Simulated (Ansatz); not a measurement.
## NaI (Fm-3m), a sublattice moved along a line

Level of theory: DFT r2SCAN, scalar-relativistic, plane waves, PAW (Ansatz). Cutoff 500 eV, Γ-centred 6×6×6 k-points, Gaussian smearing of 0.05 eV. Spin–orbit coupling is left out, which matters for the heavy elements here. No spin polarisation. Energies are free energies at this smearing, counted from the undisturbed cell; pressure is positive in compression.

Reference structure (as given, not relaxed at this level; it stands at -0.1 GPa):

```yaml
crystal:
  lattice:
    - [0.00000, 3.23640, 3.23640]
    - [3.23640, 0.00000, 3.23640]
    - [3.23640, 3.23640, 0.00000]
  atoms:
    - { symbol: Na, position: [0.00000, 0.00000, 0.00000] }
    - { symbol: I, position: [0.50000, 0.50000, 0.50000] }
```

Every I atom is moved by x along the Cartesian unit vector (0.000, 0.000, 1.000); the cell and all other atoms stay fixed.

```
  x (Å)  ΔE (meV/cell) force along x on the moved atoms (eV/Å) pressure (GPa) gap on the mesh (eV)
-0.2000           20.2                                     0.22             0.1                  4.43
-0.1000            4.8                                     0.10             0.0                  4.43
 0.0000            0.0                                     0.00            -0.1                  4.43
 0.0500            1.2                                    -0.05            -0.1                  4.43
 0.1500           11.0                                    -0.15             0.0                  4.43
```